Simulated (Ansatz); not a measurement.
**Strength of the B–O bond: C3H9BO → C3H6O + BH3**

Species: C3H9BO `[BH3-][O+]=C(C)C`, singlet; C3H6O (acetone) `CC(C)=O`, singlet; BH3 (borane) `B`, singlet. 

Shapes, held fixed at every level: PBE0-D4/def2-TZVP. Programs: Ansatz 0.2.0. The zero-point and thermal change to 298 K, harmonic and unscaled (PBE0-D4/def2-TZVP), is -11.1 kJ/mol.

(1) Estimate ΔH(298 K) of this reaction.

## Answers

(1) The highest level, CCSD(T)/CBS estimate, gives ΔH(298 K) = +72.5 kJ/mol; the levels span +65.3 to +152.3. A fragment pairs its electrons up again, so this isn't a typical strength of such a bond. The column of differences is taken from that level and isn't an error. No measured value is set beside it here. The CBS estimate extrapolates MP2 from def2-TZVPP and def2-QZVPP and adds CCSD(T) − MP2 in the triple-zeta set, cores frozen. Times are processor times on shared x86 and Arm servers, and rough.

```tsv
level	kind	ΔH(298 K) (kJ/mol)	less CCSD(T)/CBS estimate	CPU time (sum over the molecules)
SPW92/def2-TZVPP	LDA	+152.3	+79.8	34 s
PBE0-D4/def2-TZVPP	global hybrid	+91.6	+19.1	55 s
wB97M-V/def2-TZVPP	range-separated hybrid	+80.5	+8.0	2.9 min
B2PLYP/def2-TZVPP	double hybrid	+66.8	-5.7	1.9 min
CCSD(T)/def2-TZVPP	coupled cluster or CI	+73.1	+0.6	26 min
CCSD/def2-TZVPP	coupled cluster or CI	+65.3	-7.2	–
CCSD(T)/CBS estimate	coupled cluster or CI	+72.5	0.0	33 min
```
